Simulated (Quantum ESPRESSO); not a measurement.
Set up this calculation in Quantum ESPRESSO 7.5, as the native input.

* Task: relaxation of cell and atoms
* Functional: PBE
* Potentials or basis: SSSP 1.3 efficiency PBE
* Cutoff: 857 eV
* Density cutoff: 6884 eV
* k mesh: 10 × 10 × 10
* Occupations: fermi-dirac, width 0.05 eV
* Spin: no spin polarisation
* Target pressure: 10 GPa
* Mixing beta: 0.5
* Most SCF iterations: 120
* SCF threshold: 2e-10 Ry
* Most ionic steps: 40
* Forc conv thr: 0.0004 Ry/bohr
* Etot conv thr: 1e-05 Ry
* Ion dynamics: bfgs
* Cell dynamics: bfgs
* Press conv thr: 0.3 kbar

Crystal: In.

```
CELL_PARAMETERS angstrom
-1.88253 1.88253 1.88253
1.88253 -1.88253 1.88253
1.88253 1.88253 -1.88253
ATOMIC_POSITIONS crystal
In 0.00000 0.00000 0.00000
```

This isn't the form of In at room conditions, which is tetragonal.

The input as run:

pw.in

```
&CONTROL
  calculation = 'vc-relax'
  prefix = 'pwscf'
  outdir = './tmp'
  pseudo_dir = './pseudo'
  tprnfor = .true.
  tstress = .true.
  disk_io = 'low'
  nstep = 40
  forc_conv_thr = 0.0004
  etot_conv_thr = 1d-05
/
&SYSTEM
  ibrav = 0
  nat = 1
  ntyp = 1
  ecutwfc = 63
  ecutrho = 506
  nbnd = 12
  occupations = 'smearing'
  smearing = 'fd'
  degauss = 0.00367493
/
&ELECTRONS
  conv_thr = 2d-10
  electron_maxstep = 120
  mixing_beta = 0.5
/
&IONS
  ion_dynamics = 'bfgs'
/
&CELL
  cell_dynamics = 'bfgs'
  press = 100
  press_conv_thr = 0.3
/
ATOMIC_SPECIES
In   114.8180 In.pbe-dn-rrkjus_psl.0.2.2.UPF
CELL_PARAMETERS bohr
  -3.5574571263    3.5574571263    3.5574571263
   3.5574571263   -3.5574571263    3.5574571263
   3.5574571263    3.5574571263   -3.5574571263
ATOMIC_POSITIONS bohr
In     0.0000000000    0.0000000000    0.0000000000
K_POINTS automatic
10 10 10 0 0 0
```

Potentials or basis: SSSP 1.3 efficiency PBE.

The run is started by

```sh
$ OMP_NUM_THREADS=1 pw.x -in pw.in > pw.out
```

It gave:

- Relaxed volume: 23.09 Å³/atom
- Relaxed cell: a = 3.107 Å, b = 3.107 Å, c = 3.107 Å, α = 109.47°, β = 109.47°, γ = 109.47°
- Space group after relaxing (to 0.05 Å): Im-3m (No. 229)
- Energy change on relaxing (the enthalpy is what falls): +113.3 meV/atom
- Ionic steps: 6
- Pressure after relaxing: 9.9 GPa
- Band gap on the k mesh: none (metal or under the smearing width)

Run time: 95 s on 1 thread of Arm Neoverse V1 (shared host), peak memory 0.16 GiB.
